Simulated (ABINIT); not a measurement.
# MgS (P1) in ABINIT: single point with PBEsol

Aim: the single point of MgS with PBEsol.

All numbers are computed with ABINIT 10.8.3 (patched build); they aren't measurements. Logs are shortened: lines on timing, memory, paths and dates and some standing lists are left out, and cuts for length are marked. The log counts tension as positive stress, the text compression.

## Step 1: The structure

The typed cell holds 4 atoms: a = 3.679 Å, b = 3.679 Å, c = 6.373 Å, α = 73.22°, β = 73.22°, γ = 60.00°.

## Step 2: Single point, PBEsol

The input, run.abi:

```
# Pseudopotentials
pp_dirpath "./"
pseudos "Mg.GGA_PBE-JTH.xml, S.GGA_PBE-JTH.xml"

# Structure
acell 6.9528480039 6.9528480039 12.0426860001
rprim
     0.0000000000    -0.7071067812    -0.7071067812
    -0.7071067812     0.0000000000    -0.7071067812
     0.4082482905     0.4082482905    -0.8164965809
ntypat 2
znucl 12 16
natom 4
typat 1 1 2 2
xred
     0.5320927100     0.4932427400     0.4813567400
     0.0257819700     0.9651100900     0.0317121900
     0.7304517800     0.7449504400     0.7533350900
     0.2116735400     0.2966967200     0.2335959900
chkprim 0
chksymtnons 0
tolsym 1.0e-6

# Plane-wave basis
ecut 15.0
pawecutdg 30.0
pawxcdev 0

# k points
kptopt 1
ngkpt 7 7 4
nshiftk 1
shiftk 0.0 0.0 0.0

# Exchange and correlation
ixc -116133

# Bands and occupations
nband 20
occopt 3
tsmear 0.00183747

# SCF cycle
nstep 100
tolvrs 1.0e-9

# Output
iomode 3
prtwf 0
prtden 0
prteig 0
prtebands 0
enunit 2
```

Potentials or basis: JTH PAW PBE v2.0.

Run with:

```sh
$ abinit run.abi > log 2>&1
```

run.abo:

```text
.Version 10.8.3 of ABINIT
 Symmetries : space group P1 (#  1); Bravais aP (primitive triclinic)
================================================================================
 Values of the parameters that define the memory need of the present run
     intxc =       0    ionmov =       0      iscf =      17    lmnmax =       8
     lnmax =       4     mgfft =      45  mpssoang =       2    mqgrid =    3001
     natom =       4  nloc_mem =       2    nspden =       1   nspinor =       1
    nsppol =       1      nsym =       1    n1xccc =       1    ntypat =       2
    occopt =       3   xclevel =       2
       mpw =        1340          nfft =       32805          nkpt =          99
 PAW method is used; the additional fine FFT grid is defined by:
   mgfftf=        60    nfftf =     77760
================================================================================
================================================================================

--------------------------------------------------------------------------------
------------- Echo of variables that govern the present computation ------------
--------------------------------------------------------------------------------
 -outvars: echo values of preprocessed input variables --------
            acell      6.9528480039E+00  6.9528480039E+00  1.2042686000E+01 Bohr
              amu      2.43050000E+01  3.20660000E+01
          chkprim           0
      chksymtnons           0
             ecut      1.50000000E+01 Hartree
           enunit           2
                       outvar_i_n : Printing only first  50 k-points.
              ixc     -116133
                       outvar_i_n : Printing only first  50 k-points.
         kptrlatt        7    0    0      0    7    0      0    0    4
          kptrlen      4.81707440E+01
            natom           4
            nband          20
            ngfft          27      27      45
          ngfftdg          36      36      60
             nkpt          99
            nstep         100
             nsym           1
           ntypat           2
                       prtocc : prtvol=0, do not print more k-points.
           occopt           3
        pawecutdg      3.00000000E+01 Hartree
         pawxcdev           0
           prtden           0
        prtebands           0
           prteig           0
            prtwf           0
            rprim      0.0000000000E+00 -7.0710678120E-01 -7.0710678120E-01
                      -7.0710678120E-01  0.0000000000E+00 -7.0710678120E-01
                       4.0824829050E-01  4.0824829050E-01 -8.1649658090E-01
          spgroup           1
           tolsym      1.00000000E-06
           tolvrs      1.00000000E-09
           tsmear      1.83747000E-03 Hartree
            typat      1  1  2  2
           useylm           1
                       outvars : Printing only first  50 k-points.
           xangst     -3.0923211788E-02 -1.3199723617E-01 -5.1722074952E+00
                      -2.4283746449E+00  1.5428356859E-02 -2.7429623643E+00
                       2.1813924801E-02  5.9534363565E-02 -7.7583086541E+00
                      -1.6416601405E-01  5.7034542049E-02 -2.5380715000E+00
            xcart     -5.8436401213E-02 -2.4943862574E-01 -9.7740556323E+00
                      -4.5889630100E+00  2.9155369036E-02 -5.1834476422E+00
                       4.1222343605E-02  1.1250364222E-01 -1.4661078557E+01
                      -3.1022880574E-01  1.0777966419E-01 -4.7962600229E+00
             xred      5.3209271000E-01  4.9324274000E-01  4.8135674000E-01
                       2.5781970000E-02  9.6511009000E-01  3.1712190000E-02
                       7.3045178000E-01  7.4495044000E-01  7.5333509000E-01
                       2.1167354000E-01  2.9669672000E-01  2.3359599000E-01
            znucl       12.00000   16.00000

================================================================================

 chkinp: Checking input parameters for consistency.

================================================================================
== DATASET  1 ==================================================================

--- !DatasetInfo
iteration_state: {dtset: 1, }
dimensions: {natom: 4, nkpt: 99, mband: 20, nsppol: 1, nspinor: 1, nspden: 1, mpw: 1340, }
cutoff_energies: {ecut:  15.0, pawecutdg:  30.0, }
electrons: {nelect:   3.20000000E+01, charge:   0.00000000E+00, occopt:   3.00000000E+00, tsmear:   1.83747000E-03, }
meta: {optdriver: 0, ionmov: 0, optcell: 0, iscf: 17, paral_kgb: 0, }
...

 Real(R)+Recip(G) space primitive vectors, cartesian coordinates (Bohr,Bohr^-1):
 R(1)=  0.0000000 -4.9164060 -4.9164060  G(1)=  0.0508502 -0.1525505 -0.0508502
[... 99 lines left out ...]
 ------------------------------------------------
 Atom  Sphere_radius  Integrated_density
    1        1.90158          8.18928729
    2        1.90158          8.22838109
    3        1.90380          3.58703054
    4        1.90380          3.67693629

================================================================================

 ----iterations are completed or convergence reached----

 Mean square residual over all n,k,spin=   56.568E-09; max=  35.941E-06
 reduced coordinates (array xred) for    4 atoms
       0.532092710000      0.493242740000      0.481356740000
       0.025781970000      0.965110090000      0.031712190000
       0.730451780000      0.744950440000      0.753335090000
       0.211673540000      0.296696720000      0.233595990000
 rms dE/dt=  1.9738E-01; max dE/dt=  5.0535E-01; dE/dt below (all hartree)
    1       0.065052456558      0.006155191623     -0.330306675395
    2       0.057762562316     -0.091913950250      0.505345094594
    3      -0.030800234795     -0.015086542672      0.075354131413
    4      -0.090665593446      0.101566200086     -0.248131559167

 cartesian coordinates (angstrom) at end:
    1     -0.03092321178818    -0.13199723617172    -5.17220749518351
    2     -2.42837464492004     0.01542835685879    -2.74296236430045
    3      0.02181392480098     0.05953436356498    -7.75830865412545
    4     -0.16416601405141     0.05703454204903    -2.53807149995415

 cartesian forces (hartree/bohr) at end:
    1      0.01444559637334     0.02639338756583    -0.01323028442383
    2     -0.04263722529027    -0.01222487926972     0.02390521343705
    3     -0.00454863032613    -0.00777675371006     0.00144336044900
    4      0.03274025924307    -0.00639175458604    -0.01211828946222
 frms,max,avg= 2.0334801E-02 4.2637225E-02  -1.840E-05  1.355E-05  5.506E-05 h/b

 cartesian forces (eV/Angstrom) at end:
    1      0.74282243194918     1.35720255725927    -0.68032857883457
    2     -2.19249427736635    -0.62862856712401     1.22925549922934
    3     -0.23389997571384    -0.39989675429674     0.07422057845157
    4      1.68357182113101    -0.32867723583852    -0.62314749884633
 frms,max,avg= 1.0456575E+00 2.1924943E+00  -9.462E-04  6.966E-04  2.831E-03 e/A
 length scales=  6.952848003900  6.952848003900 12.042686000100 bohr
              =  3.679288712040  3.679288712040  6.372714984990 angstroms
 Fermi (or HOMO) energy (hartree) =   0.25226   Average Vxc (hartree)=  -0.36105
 Eigenvalues (hartree) for nkpt=  99  k points:
 kpt#   1, nband= 20, wtk=  0.00510, kpt=  0.0000  0.0000  0.0000 (reduced coord)
  -2.54511   -2.53673   -1.33032   -1.32988   -1.32978   -1.32198   -1.32169   -1.32157
  -0.29118   -0.21605    0.00775    0.13920    0.14542    0.18904    0.21033    0.21066
   0.30941    0.35568    0.42518    0.42872
      occupation numbers for kpt#   1
   2.00000    2.00000    2.00000    2.00000    2.00000    2.00000    2.00000    2.00000
   2.00000    2.00000    2.00000    2.00000    2.00000    2.00000    2.00000    2.00000
   0.00000    0.00000    0.00000    0.00000
 prteigrs : prtvol=0 or 1, do not print more k-points.

 Fermi (or HOMO) energy (eV) =   6.86445   Average Vxc (eV)=  -9.82463
 Eigenvalues (   eV  ) for nkpt=  99  k points:
 kpt#   1, nband= 20, wtk=  0.00510, kpt=  0.0000  0.0000  0.0000 (reduced coord)
 -69.25594  -69.02784  -36.19976  -36.18783  -36.18513  -35.97284  -35.96507  -35.96173
  -7.92342   -5.87903    0.21090    3.78771    3.95720    5.14399    5.72333    5.73237
   8.41935    9.67852   11.56985   11.66602
 prteigrs : prtvol=0 or 1, do not print more k-points.

--- !EnergyTerms
iteration_state     : {dtset: 1, }
comment             : Components of total free energy in Hartree
kinetic             :  1.60623118732532E+01
hartree             :  3.20396800748597E+01
xc                  : -9.81230942288924E+00
Ewald energy        : -7.60000955613309E+01
psp_core            :  1.99736419002961E+00
local_psp           : -9.79462239231506E+01
PAW spherical_terms : -1.40221516103750E+01
internal            : -1.47681424379603E+02
'-kT*entropy'       : -6.08647105423860E-13
total_energy        : -1.47681424379604E+02
total_energy_eV     : -4.01861628015003E+03
...

--- !EnergyTermsDC
iteration_state     : {dtset: 1, }
comment             : '"Double-counting" decomposition of free energy'
band_energy         : -2.57072109815684E+01
Ewald energy        : -7.60000955613309E+01
psp_core            :  1.99736419002961E+00
xc_dc               : -3.10370003408816E+01
PAW spherical_terms : -1.69344858828062E+01
internal            : -1.47681428576557E+02
'-kT*entropy'       : -6.08647105423860E-13
total_energy_dc     : -1.47681428576558E+02
total_energy_dc_eV  : -4.01861639435498E+03
...

--- !EnergyTermsWithPAWCore
iteration_state     : {dtset: 1, }
comment             : 'Components of total free energy, including PAW core contributions'
Total energy        : -1.19713176826121E+03
Total energy DC     : -1.19713177245816E+03
Total energy (eV)   : -3.25756149334899E+04
Total energy DC (eV): -3.25756150476949E+04
...

 Cartesian components of stress tensor (hartree/bohr^3)
  sigma(1 1)= -1.27372567E-04  sigma(3 2)= -1.19150115E-05
  sigma(2 2)= -1.17131649E-05  sigma(3 1)= -4.11452196E-05
  sigma(3 3)= -6.01018564E-06  sigma(2 1)=  5.11115579E-06

-Cartesian components of stress tensor (GPa)         [Pressure=  1.4230E+00 GPa]
- sigma(1 1)= -3.74743030E+00  sigma(3 2)= -3.50551741E-01
- sigma(2 2)= -3.44613210E-01  sigma(3 1)= -1.21053415E+00
- sigma(3 3)= -1.76825766E-01  sigma(2 1)=  1.50375395E-01

== END DATASET(S) ==============================================================
================================================================================

 -outvars: echo values of variables after computation  --------
            acell      6.9528480039E+00  6.9528480039E+00  1.2042686000E+01 Bohr
           etotal     -1.4768142858E+02
            fcart      1.4445596373E-02  2.6393387566E-02 -1.3230284424E-02
                      -4.2637225290E-02 -1.2224879270E-02  2.3905213437E-02
                      -4.5486303261E-03 -7.7767537101E-03  1.4433604490E-03
                       3.2740259243E-02 -6.3917545860E-03 -1.2118289462E-02
            rprim      0.0000000000E+00 -7.0710678120E-01 -7.0710678120E-01
                      -7.0710678120E-01  0.0000000000E+00 -7.0710678120E-01
                       4.0824829050E-01  4.0824829050E-01 -8.1649658090E-01
           strten     -1.2737256689E-04 -1.1713164934E-05 -6.0101856386E-06
                      -1.1915011509E-05 -4.1145219591E-05  5.1111557871E-06
           xangst     -3.0923211788E-02 -1.3199723617E-01 -5.1722074952E+00
                      -2.4283746449E+00  1.5428356859E-02 -2.7429623643E+00
                       2.1813924801E-02  5.9534363565E-02 -7.7583086541E+00
                      -1.6416601405E-01  5.7034542049E-02 -2.5380715000E+00
             xred      5.3209271000E-01  4.9324274000E-01  4.8135674000E-01
                       2.5781970000E-02  9.6511009000E-01  3.1712190000E-02
                       7.3045178000E-01  7.4495044000E-01  7.5333509000E-01
                       2.1167354000E-01  2.9669672000E-01  2.3359599000E-01
 Calculation completed.
```

Run time: 2.1 min. Hardware: 1 thread of Arm Neoverse V1, shared host; peak memory 0.15 GiB.

What came out:

```yaml
Free_energy: -4018.6164 eV
Largest_force: 2.591 eV/Å
Band_gap_on_the_k_mesh: 2.26 eV, indirect (least direct gap 2.69 eV)
Valence_electrons_inside_the_program's_atomic_spheres: Mg 8.19, 8.23; S 3.59, 3.68
```

Forces on the atoms (eV/Å):
```
Mg   0.743  1.357 -0.680
Mg  -2.192 -0.629  1.229
S   -0.234 -0.400  0.074
S    1.684 -0.329 -0.623
```

Caveat: the cutoff is too short for stress, so the log's stress isn't used; the PAW data sets were made with another functional, which shifts forces and pressure a little; an odd mesh through Γ misses points on the zone boundary, where band edges often lie.
